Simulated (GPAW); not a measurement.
# Dielectric function and optical constants of AlP

Aim: the dielectric function of AlP, and the optical constants that follow from it. The cell comes from an older database entry, whose edges can differ from later determinations, mostly by under a per cent.

Method: DFT, LDA, plane-wave PAW (GPAW data sets), scalar-relativistic, RPA, optical limit, in GPAW 26.7.0.

The database entry behind the starting cell differs from later determinations by our own check (0.1 to 0.3 % short, probably kX units), so it need not match the best structure at ambient conditions.

### Step 1. The structure

It takes space group F-43m (No. 216, cubic). The conventional cell has a = 5.451 Å, b = 5.451 Å, c = 5.451 Å, α = 90.00°, β = 90.00°, γ = 90.00°. P has 4 Al at 2.36 Å nearest. Al has 4 P at 2.36 Å nearest. Farther neighbours are not listed.

Coordinates:

```cif
data_structure
_symmetry_space_group_name_H-M 'P 1'
_symmetry_Int_Tables_number 1
_cell_length_a 3.8544
_cell_length_b 3.8544
_cell_length_c 3.8544
_cell_angle_alpha 60.000
_cell_angle_beta 60.000
_cell_angle_gamma 60.000
_cell_volume 40.49
loop_
_atom_site_label
_atom_site_type_symbol
_atom_site_fract_x
_atom_site_fract_y
_atom_site_fract_z
_atom_site_occupancy
P1 P 0.75000 0.75000 0.75000 1
Al2 Al 0.00000 0.00000 0.00000 1
```

### Step 2. Ground state

First the ground state: is it a metal or has it a gap?

This step: DFT, LDA, plane-wave PAW (GPAW data sets), scalar-relativistic, ground state (GPAW 26.7.0).

Contents of gs.py:

```python
from ase import Atoms
from ase.dft.bandgap import bandgap
from gpaw import GPAW, PW, FermiDirac

atoms = Atoms(['P', 'Al'],
              cell=[[0.000000000000, 2.725500000000, 2.725500000000],
                    [2.725500000000, 0.000000000000, 2.725500000000],
                    [2.725500000000, 2.725500000000, 0.000000000000]],
              scaled_positions=[[0.750000000000, 0.750000000000, 0.750000000000],
                                [0.000000000000, 0.000000000000, 0.000000000000]],
              pbc=[True, True, True])
atoms.calc = GPAW(mode=PW(450), xc='LDA', kpts={'size': (7, 7, 7), 'gamma': True},
                  occupations=FermiDirac(0.05), maxiter=150, txt='gs.txt')
print('energy (eV)', atoms.get_potential_energy())
print('Fermi level (eV)', atoms.calc.get_fermi_level())
print('valence electrons', atoms.calc.get_number_of_electrons())
print('gap (eV)', bandgap(atoms.calc, output=None)[0])
print('direct gap (eV)', bandgap(atoms.calc, direct=True, output=None)[0])
atoms.calc.write('gs.gpw')
```

Run with:

```sh
$ OMP_NUM_THREADS=1 python gs.py
```

Contents of nscf.py:

```python
from ase.dft.bandgap import bandgap
from gpaw import GPAW, FermiDirac

calc = GPAW('gs.gpw').fixed_density(kpts={'size': (16, 16, 16), 'gamma': True}, nbands=32, convergence={'bands': 26},
                                    occupations=FermiDirac(0.001), txt='nscf.txt')
print('gap (eV)', bandgap(calc, output=None)[0])
print('direct gap (eV)', bandgap(calc, direct=True, output=None)[0])
print('top band over the Fermi level (eV)', min(calc.get_eigenvalues(kpt=k)[25] for k in range(len(calc.get_ibz_k_points()))) - calc.get_fermi_level())
calc.write('full.gpw', mode='all')
```

Contents of df.py:

```python
from gpaw.response.df import DielectricFunction

df = DielectricFunction('full.gpw', frequencies={'type': 'nonlinear', 'domega0': 0.03, 'omega2': 8},
                        ecut=50,
                        eta=0.15,
                        nbands=26,
                        txt='df.txt')
for direction in ['x']:
    df.get_dielectric_function(xc='RPA', direction=direction, filename=f'df_{direction}.csv')
```

Before running: what should come out for the electronic dielectric constant ε∞, mean over x, y and z (RPA); and main peak of Im epsilon, first axis?

At this level (LDA, RPA) AlP has ε∞ = 7.97 and n = 2.86 at 1550 nm, and Im ε peaks at 4.4 eV. On the mesh the gap is 1.44 eV and the least direct gap 3.16 eV, so on this mesh the band edges lie at different points. Local fields change the static value along x from 9.03 to 7.97 (-12 %).

* electronic dielectric constant ε∞, mean over x, y and z (by symmetry where fewer were run) (RPA): 7.97
* main peak of Im epsilon, first axis: 4.36 eV
* centre of weight of the strongest loss peak in the window, first axis: 16.6 eV

Distinct maxima of Im ε, read by a parabola through the highest points, lie at 4.36 eV (23) and 5.50 eV (12). Excitons and phonon-assisted transitions are missing; LDA gaps are as a rule too small, which pulls the onset down and ε∞ up. The sum runs over mesh points, so small or evenly spaced maxima can still be ripples of the mesh.

[Machine, clock and banner lines and Python warnings are left out of the logs.]

[Logs are printed without paths, hosts, clocks, repeated set-up lines and the standing remarks that a program may print on its own settings, such as how far it seeks lower states.]

[Hosts, paths, dates, database ids (printed as entryN), source tags and the programs' standing remarks are cut or masked in the printed files.]
